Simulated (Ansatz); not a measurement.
**NiO: how the free axis answers a strain**

NiO, Fm-3m, a = 4.189 Å. Ansatz: r2SCAN, PAW, 500 eV, Γ-centred 10×10×8 mesh on 4 atoms, Gaussian smearing 0.02 eV; collinear spin, largest moment 1.7 μB. Series: uniaxial strain along c, with a, b and atoms relaxed; x is the strain in per cent. The axes a, b, c are those of the computed cell (2.962, 2.962, 4.189 Å), along [1 1 0], [-1 1 0], [0 0 1] of the cell named above. y is the change of a in per cent of 2.962 Å.

```
x (%) y (%)
 -6.0      ?
 -4.0   1.15
 -2.0   0.54
  0.0   0.00
  2.0  -0.48
  4.0  -0.91
  6.0  -1.29
```

Problem. Fit y = c1 x + c2 x² to the other rows, say what c1 measures, and predict the missing y.

Solution. Least squares on the rows shown. y = −0.2576 x + 0.007222 x². So −c1 = 0.258 is Poisson's ratio for this pair of axes. At x = -6.0 the fit asked for gives 1.81 %. The run gave 1.85 %, so the fit is 0.04 % too low, 1.3 % of the span of the series, against an rms of 0.005 % on the fitted rows. The row lies outside the fitted range. With a term in x³ added, a fit to the same known rows predicts 1.83 %, so most of the miss is curvature that the known rows already hold.

The state reached may not be the lowest one. Moments started parallel, and an antiferromagnetic order may lie lower.